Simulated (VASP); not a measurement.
A run of VASP 6.6.1 is set up as follows.

Contents of INCAR:

```
SYSTEM = Mo
ALGO = Normal ; BPARAM = 11.95
CPARAM = 0.0093 ; EDIFF = 1E-6
ENCUT = 520 ; ICORELEVEL = 1
ISIF = 2 ; ISMEAR = 1
IVDW_NL = 2 ; LASPH = .TRUE.
LCHARG = .FALSE. ; LMAXMIX = 4
LMIXTAU = .TRUE. ; LREAL = .FALSE.
LUSE_VDW = .TRUE. ; LWAVE = .FALSE.
METAGGA = R2SCAN ; NBANDS = 13
NELM = 80 ; PREC = Accurate
SIGMA = 0.1
```

File KPOINTS:

```
k-points
0
G
  16 16 16
  0 0 0
```

POSCAR

```
Mo                                      
1.0
   -1.5737888323      1.5737888323      1.5737888323
    1.5737888323     -1.5737888323      1.5737888323
    1.5737888323      1.5737888323     -1.5737888323
  Mo            
     1
Direct
     0.0000000000000000    0.0000000000000000    0.0000000000000000
```

File KPOINTS_OPT:

```
explicit points
64
Reciprocal
 0.0000000000  0.0000000000  0.0000000000 1
 0.0555555556 -0.0555555556  0.0555555556 1
 0.1111111111 -0.1111111111  0.1111111111 1
 0.1666666667 -0.1666666667  0.1666666667 1
 0.2222222222 -0.2222222222  0.2222222222 1
 0.2777777778 -0.2777777778  0.2777777778 1
 0.3333333333 -0.3333333333  0.3333333333 1
 0.3888888889 -0.3888888889  0.3888888889 1
 0.4444444444 -0.4444444444  0.4444444444 1
 0.5000000000 -0.5000000000  0.5000000000 1
 0.5000000000 -0.5000000000  0.5000000000 1
 0.4444444444 -0.4444444444  0.5000000000 1
 0.3888888889 -0.3888888889  0.5000000000 1
 0.3333333333 -0.3333333333  0.5000000000 1
 0.2777777778 -0.2777777778  0.5000000000 1
 0.2222222222 -0.2222222222  0.5000000000 1
 0.1666666667 -0.1666666667  0.5000000000 1
 0.1111111111 -0.1111111111  0.5000000000 1
 0.0555555556 -0.0555555556  0.5000000000 1
 0.0000000000  0.0000000000  0.5000000000 1
 0.0000000000  0.0000000000  0.5000000000 1
 0.0000000000  0.0000000000  0.4444444444 1
 0.0000000000  0.0000000000  0.3888888889 1
 0.0000000000  0.0000000000  0.3333333333 1
 0.0000000000  0.0000000000  0.2777777778 1
 0.0000000000  0.0000000000  0.2222222222 1
 0.0000000000  0.0000000000  0.1666666667 1
 0.0000000000  0.0000000000  0.1111111111 1
 0.0000000000  0.0000000000  0.0555555556 1
 0.0000000000  0.0000000000  0.0000000000 1
 0.0000000000  0.0000000000  0.0000000000 1
 0.0277777778  0.0277777778  0.0277777778 1
 0.0555555556  0.0555555556  0.0555555556 1
 0.0833333333  0.0833333333  0.0833333333 1
 0.1111111111  0.1111111111  0.1111111111 1
 0.1388888889  0.1388888889  0.1388888889 1
 0.1666666667  0.1666666667  0.1666666667 1
 0.1944444444  0.1944444444  0.1944444444 1
 0.2222222222  0.2222222222  0.2222222222 1
 0.2500000000  0.2500000000  0.2500000000 1
 0.2500000000  0.2500000000  0.2500000000 1
 0.2777777778  0.1666666667  0.2777777778 1
 0.3055555556  0.0833333333  0.3055555556 1
 0.3333333333  0.0000000000  0.3333333333 1
 0.3611111111 -0.0833333333  0.3611111111 1
 0.3888888889 -0.1666666667  0.3888888889 1
 0.4166666667 -0.2500000000  0.4166666667 1
 0.4444444444 -0.3333333333  0.4444444444 1
 0.4722222222 -0.4166666667  0.4722222222 1
 0.5000000000 -0.5000000000  0.5000000000 1
 0.2500000000  0.2500000000  0.2500000000 1
 0.2222222222  0.2222222222  0.2777777778 1
 0.1944444444  0.1944444444  0.3055555556 1
 0.1666666667  0.1666666667  0.3333333333 1
 0.1388888889  0.1388888889  0.3611111111 1
 0.1111111111  0.1111111111  0.3888888889 1
 0.0833333333  0.0833333333  0.4166666667 1
 0.0555555556  0.0555555556  0.4444444444 1
 0.0277777778  0.0277777778  0.4722222222 1
 0.0000000000  0.0000000000  0.5000000000 1
 0.0000000000  0.0000000000  0.0000000000 1
 0.5000000000 -0.5000000000  0.5000000000 1
 0.2500000000  0.2500000000  0.2500000000 1
 0.0000000000  0.0000000000  0.5000000000 1
```

Potentials or basis: VASP PAW PBE potentials, release 64 (Mo_sv).

Launch:

```console
$ cat potpaw_PBE.64/Mo_sv/POTCAR > POTCAR
$ mpirun -np 1 vasp_std > vasp.out
```

(1) Predict the pressure.

(2) Predict the band gap along the path.

## Answers

(1) 0.0 GPa.

(2) none (metal or under the smearing width).

Caveat: the PAW data sets were made with another functional, which shifts forces and pressure a little; pairwise dispersion overbinds metals, which lowers pressure and volume.
